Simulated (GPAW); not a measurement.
TePt:

```
CELL_PARAMETERS angstrom
4.26288 0.00000 0.00000
-2.13144 3.69176 0.00000
0.00000 0.00000 5.66177
ATOMIC_POSITIONS crystal
Pt 0.00000 0.00000 0.00000
Pt 0.00000 0.00000 0.50000
Te 0.33333 0.66667 0.25000
Te 0.66667 0.33333 0.75000
```

Measurements of this composition are mostly on another form, of space group No. 166.

Base run:

| Quantity | Value |
| --- | --- |
| Program | GPAW 26.7.0 |
| Functional | PBEsol |
| Potentials or basis | PAW data sets generated in the run's folder for this functional |
| Cutoff | 600 eV |
| Basis | pw |
| k mesh | 6 × 6 × 4 |
| Occupations | fermi-dirac, width 0.05 eV |
| Spin | no spin polarisation |

Its results: pressure -5.7 GPa.

Q: The run is repeated on the same cell with these changes: functional from PBEsol to LDA; potentials or basis from PAW data sets generated in the run's folder for this functional to the program's PAW data sets (release 1.2.1) made for this functional. What comes out?

A: Pressure -8.2 GPa.
